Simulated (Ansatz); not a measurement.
Method: Ansatz 0.2.0, DFT PBE+D3(BJ), scalar-relativistic, plane waves, PAW.

Structure of PbS:

```
CELL_PARAMETERS angstrom
2.05546 -5.81712 0.00000
2.05546 5.81712 0.00000
0.00000 0.00000 4.26841
ATOMIC_POSITIONS crystal
Pb 0.87305 0.12695 0.75000
Pb 0.12695 0.87305 0.25000
S 0.64059 0.35941 0.75000
S 0.35941 0.64059 0.25000
```

Cutoff 420 eV; k points 8×8×6 on the computed 4-atom cell (Γ-centred); Gaussian smearing, width 0.02 eV; no spin polarisation.

Levels along Γ–Y–C0 | Σ0–Γ–Z–A0 | E0–T–Y | Γ–S–R–Z–T, in eV from a zero inside the gap, sorted by energy at each point. Points in fractions of the primitive reciprocal vectors: Γ (0.000 0.000 0.000), Y (-0.500 0.500 0.000), C0 (-0.281 0.719 0.000), Σ0 (0.281 0.281 0.000), Z (0.000 0.000 0.500), A0 (0.281 0.281 0.500), E0 (-0.281 0.719 0.500), T (-0.500 0.500 0.500), S (0.000 0.500 0.000), R (0.000 0.500 0.500).
```
point k (1/Å, with 2π) band 17  band 18  band 19  band 20  band 21  band 22  band 23
    Γ             0.000    -2.98    -2.42    -2.18    -1.24     3.95     4.08     4.36
    -             0.077    -3.02    -2.38    -2.20    -1.23     3.81     4.12     4.37
    -             0.154    -3.10    -2.29    -2.25    -1.21     3.53     3.96     4.43
    -             0.232    -3.19    -2.34    -2.19    -1.18     2.95     3.78     4.29
    -             0.309    -3.27    -2.45    -2.10    -1.15     2.19     3.74     4.09
    -             0.386    -3.10    -2.57    -2.02    -1.15     1.44     3.79     3.94
    -             0.463    -2.67    -2.58    -1.98    -1.18     0.85     3.85     3.93
    Y             0.540    -2.71    -2.34    -1.96    -1.21     0.61     3.81     4.11
    -             0.636    -2.69    -2.35    -1.90    -1.21     0.60     3.67     4.16
    -             0.731    -2.60    -2.35    -1.76    -1.21     0.57     3.30     3.96
    -             0.827    -2.46    -2.32    -1.57    -1.24     0.59     2.81     3.18
    -             0.922    -2.29    -2.25    -1.34    -1.34     0.68     2.27     2.41
    -             1.018    -2.16    -2.12    -1.44    -1.11     0.86     1.72     1.79
    -             1.113    -2.04    -1.99    -1.43    -0.93     1.09     1.20     1.43
   C0             1.209    -1.97    -1.91    -1.25    -0.91     0.96     1.15     1.27
   Σ0             1.209    -1.97    -1.91    -1.25    -0.91     0.96     1.15     1.27
    -             1.332    -1.77    -1.75    -1.18    -0.88     0.78     1.16     1.41
    -             1.454    -1.82    -1.65    -1.42    -0.63     0.53     1.70     1.89
    -             1.577    -2.17    -1.71    -1.38    -0.91     0.94     2.41     2.56
    -             1.700    -2.51    -1.86    -1.41    -1.31     1.68     3.18     3.33
    -             1.823    -2.76    -2.02    -1.90    -1.26     2.52     3.89     4.08
    -             1.946    -2.92    -2.27    -2.14    -1.24     3.36     4.13     4.67
    Γ             2.068    -2.98    -2.42    -2.18    -1.24     3.95     4.08     4.36
    -             2.174    -2.94    -2.39    -2.10    -1.27     3.95     3.99     4.20
    -             2.279    -2.83    -2.29    -1.90    -1.36     3.53     3.79     4.03
    -             2.384    -2.65    -2.14    -1.61    -1.47     2.97     3.27     3.35
    -             2.489    -2.42    -1.96    -1.47    -1.28     2.38     2.56     2.76
    -             2.594    -2.17    -1.80    -1.26    -0.94     1.83     1.86     2.35
    -             2.699    -1.93    -1.72    -0.92    -0.68     1.34     1.39     2.11
    Z             2.804    -1.76    -1.76    -0.66    -0.66     1.16     1.16     2.13
    -             2.927    -2.05    -2.05    -1.00    -1.00     1.48     1.48     2.53
    -             3.050    -2.55    -2.55    -1.75    -1.75     2.25     2.25     3.30
    -             3.173    -2.87    -2.87    -2.49    -2.49     3.05     3.05     4.05
    -             3.296    -3.29    -3.29    -2.66    -2.66     3.38     3.38     4.56
    -             3.418    -3.66    -3.66    -2.51    -2.51     3.23     3.23     4.98
    -             3.541    -3.73    -3.73    -2.31    -2.31     2.93     2.93     5.19
   A0             3.664    -3.50    -3.50    -2.10    -2.10     2.56     2.56     5.22
   E0             3.664    -3.50    -3.50    -2.10    -2.10     2.56     2.56     5.22
    -             3.760    -3.14    -3.14    -1.96    -1.96     2.24     2.24     5.21
    -             3.855    -2.67    -2.67    -1.83    -1.83     1.89     1.89     4.93
    -             3.951    -2.18    -2.18    -1.68    -1.68     1.52     1.52     4.33
    -             4.046    -1.88    -1.88    -1.35    -1.35     1.15     1.15     3.75
    -             4.142    -1.79    -1.79    -0.96    -0.96     0.87     0.87     3.30
    -             4.237    -1.76    -1.76    -0.93    -0.93     0.91     0.91     2.94
    T             4.333    -1.77    -1.77    -1.10    -1.10     1.06     1.06     2.65
    -             4.438    -1.85    -1.70    -1.33    -0.70     0.69     1.25     2.56
    -             4.543    -2.06    -1.64    -1.29    -0.53     0.56     1.19     2.72
    -             4.648    -2.23    -1.67    -1.23    -0.89     1.01     1.01     3.11
    -             4.753    -2.38    -1.76    -1.42    -1.20     0.84     1.69     3.66
    -             4.859    -2.51    -1.91    -1.86    -1.19     0.71     2.44     4.28
    -             4.964    -2.64    -2.24    -1.94    -1.21     0.64     3.21     4.25
    Y             5.069    -2.71    -2.34    -1.96    -1.21     0.61     3.81     4.11
    Γ             5.069    -2.98    -2.42    -2.18    -1.24     3.95     4.08     4.36
    -             5.185    -2.94    -2.30    -2.15    -1.24     3.44     4.12     4.64
    -             5.301    -2.83    -2.07    -2.00    -1.24     2.73     3.98     4.09
    -             5.416    -2.62    -1.96    -1.69    -1.20     2.04     3.34     3.40
    -             5.532    -2.36    -1.83    -1.59    -1.01     1.48     2.60     2.69
    -             5.648    -2.18    -1.74    -1.58    -0.80     1.13     1.98     2.00
    -             5.764    -2.29    -1.74    -1.33    -0.77     1.05     1.46     1.55
    S             5.879    -2.08    -1.82    -1.04    -0.93     1.15     1.16     1.40
    -             5.985    -2.35    -2.03    -1.24    -0.97     1.19     1.31     1.95
    -             6.090    -2.71    -2.30    -1.77    -1.25     1.73     1.81     2.05
    -             6.195    -2.85    -2.62    -2.16    -1.64     2.01     2.51     2.63
    -             6.300    -3.15    -3.14    -2.20    -1.88     2.09     3.31     3.46
    -             6.405    -3.60    -3.52    -2.16    -1.98     2.23     3.46     4.12
    -             6.510    -3.88    -3.83    -2.10    -2.02     2.44     3.08     4.64
    R             6.615    -3.96    -3.96    -2.05    -2.05     2.73     2.73     4.84
    -             6.731    -3.87    -3.87    -2.11    -2.11     2.81     2.81     4.73
    -             6.847    -3.59    -3.59    -2.25    -2.25     3.03     3.03     4.40
    -             6.963    -3.19    -3.19    -2.35    -2.35     3.18     3.18     3.94
    -             7.079    -2.86    -2.86    -2.12    -2.12     2.78     2.78     3.69
    -             7.194    -2.47    -2.47    -1.54    -1.54     2.05     2.05     3.13
    -             7.310    -2.00    -2.00    -0.94    -0.94     1.42     1.42     2.46
    Z             7.426    -1.76    -1.76    -0.66    -0.66     1.16     1.16     2.13
    -             7.503    -1.77    -1.77    -0.68    -0.68     1.19     1.19     2.15
    -             7.580    -1.79    -1.79    -0.73    -0.73     1.26     1.26     2.22
    -             7.657    -1.82    -1.82    -0.80    -0.80     1.32     1.32     2.32
    -             7.734    -1.85    -1.85    -0.88    -0.88     1.34     1.34     2.44
    -             7.812    -1.87    -1.87    -0.97    -0.97     1.26     1.26     2.55
    -             7.889    -1.89    -1.89    -1.05    -1.05     1.12     1.12     2.62
    T             7.966    -1.77    -1.77    -1.10    -1.10     1.06     1.06     2.65
```

Spin-orbit coupling is left out, which matters for the bands of heavy elements.

This form isn't the usual stable structure of the compound.

Cost: 1 run of about 1.1 core-minutes, on Arm Neoverse V2 (shared hosts).